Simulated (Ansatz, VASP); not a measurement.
# One calculation of MgS, two programs

File INCAR:

```
SYSTEM = MgS
ALGO     = Normal         ! electronic algorithm
EDIFF    = 1E-6           ! SCF threshold, eV
ENCUT    = 520            ! plane-wave cutoff, eV
GGA      = PS             ! functional
ISIF     = 2              ! what is computed and relaxed
ISMEAR   = 0              ! smearing method
LASPH    = .True.         ! aspherical terms in the spheres
LCHARG   = .False.        ! write CHGCAR
LREAL    = .False.        ! projectors in reciprocal space
LWAVE    = .False.        ! write WAVECAR
NBANDS   = 16             ! bands
NELM     = 80             ! most SCF steps
PREC     = Accurate       ! precision mode
SIGMA    = 0.02           ! smearing width, eV
```

KPOINTS

```
k-points
0
Gamma
  6 6 6
  0 0 0
```

The input POSCAR:

```
MgS
1.0
    2.5713706241      2.5713706241      0.0000000000
   -2.5713706241      2.5713706241      0.0000000000
    0.0000000000      0.0000000000      5.3892251049
Mg S
2 2
Direct
    0.0000000000      0.0000000000      0.0000000000
    0.5000000000      0.5000000000      0.5000000000
    0.5000000000      0.5000000000      0.0000000000
    0.0000000000      0.0000000000      0.5000000000
```

Input for Ansatz:

```yaml
crystal:
  lattice:
    - [2.5713706241, 2.5713706241, 0.0]
    - [-2.5713706241, 2.5713706241, 0.0]
    - [0.0, 0.0, 5.3892251049]
  atoms:
    - { symbol: Mg, position: [0.0, 0.0, 0.0] }
    - { symbol: Mg, position: [0.5, 0.5, 0.5] }
    - { symbol: S, position: [0.5, 0.5, 0.0] }
    - { symbol: S, position: [0.0, 0.0, 0.5] }
basis:
  ecutwfc: 420
kpoints:
  mp_grid: { grid: [6, 6, 6] }
  band_path: { path: [VBM, CBM], npoints: 2 }
hamiltonian:
  xc: pbesol
scf:
  occupations: { method: gaussian, width: 0.02 }
output:
  forces: true
  stress: true
  eigenvalues: true
checkpoint:
  read: start.run
  write: ck
  compress: false
  write_wavefunctions: false
  write_every: 100000
```

Alike in both runs: task single point; functional PBEsol; k mesh 6 × 6 × 6; occupations gaussian, width 0.02 eV; no spin polarisation.

|  | VASP | Ansatz |
| --- | --- | --- |
| version | VASP 6.6.1 | Ansatz 0.2.0 |
| potentials or method | VASP PAW PBE potentials, release 64 (Mg, S) | scalar-relativistic, plane waves, PAW |
| plane-wave cutoff (eV) | 520 | 420 |
| valence electrons in the cell | 16 | 32 |

|  | VASP | Ansatz | Ansatz less VASP |
| --- | --- | --- | --- |
| gap on the k mesh at the Fermi level (eV) | 2.50 | 2.50 | -0.002 |
| least direct gap on the mesh (eV) | 2.75 | 2.75 | -0.002 |
| pressure (GPa) | -1.6 | -1.4 | +0.20 |
| largest component of the traceless stress (GPa) | 2.88 | 2.89 | +0.011 |

With one functional, cell and mesh, what is left measures potentials, basis and numerics. The two sets of potentials don't hold the same shells in valence.

Caveats: the PAW data sets were made with another functional, which shifts forces and pressure a little (VASP). PBEsol gaps usually lie below the measured ones, often by a third to a half. A k mesh can miss the band edges.
